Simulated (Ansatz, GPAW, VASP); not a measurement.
Mg: 3 runs at one level of theory

```xyz
2
Lattice="3.2093 0.0000 0.0000 -1.6046 2.7793 0.0000 0.0000 0.0000 5.2103" Properties=species:S:1:pos:R:3 pbc="T T T"
Mg    1.6047    0.9264    3.9077
Mg    0.0000    1.8529    1.3026
```

Alike in all runs: task single point; functional PBE; k mesh 10 × 10 × 5; occupations gaussian, width 0.013 eV; no spin polarisation; no spin-orbit coupling. Pressure is positive in compression and, in plane waves, holds the error of the finite cutoff.

| program and potentials | plane-wave cutoff (eV) | notes | pressure (GPa) |
| --- | --- | --- | --- |
| GPAW, GPAW PAW data sets (gpaw-data 1.2.1) | 800 | 10 valence electrons an atom on average | ? |
| VASP, PBE PAW files Mg, 520 eV | 520 | 2 valence electrons an atom on average | -0.58 |
| Ansatz, all-electron LAPW, scalar-relativistic | - | - | -0.47 |

Q: Estimate from the other rows what the run with GPAW, GPAW PAW data sets (gpaw-data 1.2.1) gave.

A: Pressure -0.53 GPa. The other rows, which needn't bracket it: pressure -0.58 to -0.47.
